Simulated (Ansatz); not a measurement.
Contact densities of CsH against volume

```xyz
2
Lattice="3.8184 0.0000 0.0000 0.0000 3.8184 0.0000 0.0000 0.0000 3.8184" Properties=species:S:1:pos:R:3 pbc="T T T"
Cs    0.0000    0.0000    0.0000
H     1.9092    1.9092    1.9092
```

Atoms are numbered in the order listed.

Structure from Materials Project entry mp-632319 (possibly hypothetical), not relaxed further.

No spin–orbit coupling, which matters for the heavy atoms here.

The calculation used DFT, r2SCAN, all-electron PAW with datasets made for the crystal, scalar-relativistic (Ansatz 0.2.0).

Sampling and basis: a Γ-centred 8×8×8 k mesh, Fermi–Dirac smearing of 0.01 eV, cutoff 300 eV (chosen by the program for this cell), no spin polarisation.

The contact density is the mean electron density over the nuclear volume; its changes follow the s electrons' response to bonding and compression. Changes below are taken from the unscaled cell, where it is 1.89702e+06 e/Å³ at Cs1, 2.52148 e/Å³ at H2.

```csv
V/V(cell),P (GPa),Δρ(0) Cs1 (e/Å³),Δρ(0) H2 (e/Å³)
0.9600,0.6,?,0.02
1.0000,0.0,0.00,0.00
1.0400,-0.5,?,-0.02
```

Give the missing entry: row "0.9600", column "Δρ(0) Cs1 (e/Å³)".

0.45.

What belongs in the row "1.0400", column "Δρ(0) Cs1 (e/Å³)"?

-0.43.

The datasets are made afresh for each cell, so very small changes are uncertain. Scalar relativity leaves out the p1/2 density at heavy nuclei.
